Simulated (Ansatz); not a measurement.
MoP under changes of volume

One of the cells (14.353 Å³/atom); the others are scaled copies at fixed shape and fractional positions:

```
CELL_PARAMETERS angstrom
3.22300 0.00000 0.00000
-1.61150 2.79120 0.00000
0.00000 0.00000 3.19100
ATOMIC_POSITIONS crystal
Mo 0.00000 0.00000 0.00000
P 0.33333 0.66667 0.50000
```

| Item | Value |
| --- | --- |
| Program | Ansatz 0.2.0 |
| Functional | HISS |
| Potentials or basis | Ansatz PAW |
| Cutoff | 420 eV (not typed: the program's choice for these potentials) |
| k mesh | 5 × 5 × 4 |
| Occupations | fermi-dirac, width 0.05 eV |
| Spin | no spin polarisation |

```tsv
volume (Å³/atom)	energy over the lowest point (meV/atom)	pressure (GPa)
13.492	10.54	9.0
13.779	0.02	2.8
14.066	0.00	-2.7
14.353	?	?
14.640	27.20	-12.1
14.927	52.57	-16.1
15.214	84.70	-19.7
```

What does the run at 14.353 Å³/atom give?

Energy over the lowest point 9.38 meV/atom; pressure -7.7 GPa.

Worked out: A Birch-Murnaghan fit of order 3 (a polynomial in V^(-2/3)) to the other rows has its minimum at 13.92 Å³/atom with B0 = V·E''(V) = 269 GPa and B' = 4.3 at fixed shape and positions, which overstates the stiffness. It gives 9.39 meV/atom at 14.353 Å³/atom, against the run's 9.38, and -dE/dV = -7.7 GPa, against -7.7.

Energies are extrapolated to zero smearing.

Caveats: all runs use coarse meshes; the PAW data sets come from PBE, with cores solved anew for the run's functional, which leaves a small shift of forces and pressure; the thresholds are loose for stress.
